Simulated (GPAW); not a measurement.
Runs of GPAW 26.7.0 on CdS (Hawleyite). It takes space group F-43m (No. 216, cubic). Conventional cell: a = 5.794 Å, b = 5.794 Å, c = 5.794 Å, α = 90.00°, β = 90.00°, γ = 90.00°. Cd (site symmetry -43m) has 4 S at 2.51 Å as nearest neighbours. S (site symmetry -43m) is surrounded by 4 Cd at 2.51 Å. 

```tsv
task	cell	k mesh	cutoff (eV)	smearing	response ecut	maxiter	response k mesh	response bands	kernels	mesh quality	gap on the mesh (eV)
dielectric tensor	F-43m, 24.31 Å³/atom	6 × 6 × 6	400	fermi-dirac 0.001 eV	80 eV	150	20 × 20 × 20	29	["RPA"]	not flagged	1.16
single point	F-43m, 24.81 Å³/atom	6 × 6 × 6	450	fermi-dirac 0.05 eV	-	120	-	-	-	not flagged	1.13
dielectric tensor	F-43m, 23.82 Å³/atom	6 × 6 × 6	400	fermi-dirac 0.001 eV	80 eV	150	20 × 20 × 20	29	["RPA"]	not flagged	1.21
dielectric tensor	F-43m, 23.32 Å³/atom	6 × 6 × 6	400	fermi-dirac 0.001 eV	80 eV	150	20 × 20 × 20	29	["RPA"]	not flagged	(b)
dielectric tensor	F-43m, 26.3 Å³/atom	6 × 6 × 6	400	fermi-dirac 0.001 eV	80 eV	150	20 × 20 × 20	29	["RPA"]	not flagged	(a)
```

Alike in all rows: level PBE; potentials or basis GPAW PAW data sets (gpaw-data 1.2.1), pw; no spin polarisation.

Problem. Estimate the missing entries.

Solution. (a) 1.00; (b) 1.25.

Caveats: the long-wavelength limit can be off by several per cent where d states take part (some runs); the cutoff is short for stress and forces, so pressures can be off by a GPa or more (some runs).

A k mesh can miss the band edges, and the runs leave out spin-orbit coupling on Cd.
